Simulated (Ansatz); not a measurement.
# ScHg: how the settings move a relaxation

How sensitive is a relaxation of ScHg to its settings? A reference run comes first, then one run with altered input.

Computed with Ansatz 0.2.0 (reference: DFT, PBEsol, PAW with Ansatz's default frozen-core files, scalar-relativistic; relaxation of cell and atoms, unless a step's input says otherwise).

2 further runs of the same task are left out: 2 set aside as unsound or not needed.

### Step 1. The system as given

Symmetry: Pm-3m, No. 221, cubic system. The conventional cell has a = 3.480 Å, b = 3.480 Å, c = 3.480 Å, α = 90.00°, β = 90.00°, γ = 90.00°. Sc (site symmetry m-3m) has 8 Hg at 3.01 Å as nearest neighbours. Around Hg (site symmetry m-3m) lie 8 Sc at 3.01 Å.

Structure file:

```cif
data_structure
_symmetry_space_group_name_H-M 'Pm-3m'
_symmetry_Int_Tables_number 221
_cell_length_a 3.4800
_cell_length_b 3.4800
_cell_length_c 3.4800
_cell_angle_alpha 90.000
_cell_angle_beta 90.000
_cell_angle_gamma 90.000
_cell_volume 42.14
loop_
_atom_site_label
_atom_site_type_symbol
_atom_site_symmetry_multiplicity
_atom_site_Wyckoff_symbol
_atom_site_fract_x
_atom_site_fract_y
_atom_site_fract_z
_atom_site_occupancy
Sc1 Sc 1 b 0.50000 0.50000 0.50000 1
Hg1 Hg 1 a 0.00000 0.00000 0.00000 1
```

### Step 2. The reference run

Contents of input.yaml:

```yaml
crystal:
  lattice:
    - [3.48, 0.0, 0.0]
    - [0.0, 3.48, 0.0]
    - [0.0, 0.0, 3.48]
  atoms:
    - { symbol: Sc, position: [0.5, 0.5, 0.5] }
    - { symbol: Hg, position: [0.0, 0.0, 0.0] }
kpoints:
  mp_grid: { grid: [12, 12, 12] }
scf:
  occupations: { method: fermi_dirac, width: 0.1 }
hamiltonian:
  xc: pbesol
  pseudopotentials: { kind: paw }
relax:
  f_tol: 0.002
  max_steps: 80
  cell: {}
output:
  forces: true
  stress: true
```

Started as:

```sh
ansatz run input.yaml --threads 1 --pin off --max-ram 2560MiB --backend cpu --events-out ev --progress --plain --runs-dir out
```

### Step 3. Changed: n_extra_bands 16, eigensolver.kind davidson, dispersion d3bj, basis.precision f64

Changes to input.yaml since step 2:

```diff
@@ -12,2 +12,4 @@
   occupations: { method: fermi_dirac, width: 0.1 }
+  n_extra_bands: 16
+  eigensolver: { kind: davidson }
 hamiltonian:
@@ -15,2 +17,3 @@
   pseudopotentials: { kind: paw }
+  dispersion: d3bj
 relax:
@@ -22 +25,3 @@
   stress: true
+basis:
+  precision: f64
```

Q: Predict the outcome of this session. Wanted: for each run, ending; energy change; pressure; gap; force.

**Answer**, as computed:

| run | ending | energy change | pressure (GPa) | gap (eV) | force (eV/Å) | cycles | time |
| --- | --- | --- | --- | --- | --- | --- | --- |
| reference | converged | 0 | 0.0 | 0.00 | 0.00 | 21 | 9 s |
| 1: n_extra_bands 16, eigensolver.kind davidson, dispersion d3bj, basis.precision f64 | converged | -484.0 meV/atom (offset of the dispersion model) | 0.0 | 0.00 | 0.00 | 27 | 19 s |

What this shows: Changing the band count, solver, dispersion term and arithmetic precision moves the energy by -484.0 meV/atom, and the final volume goes from 41.70 to 39.96 Å³. The dispersion term adds attraction between atoms. Cost: 27 SCF cycles against 21, 19 s against 9 s.
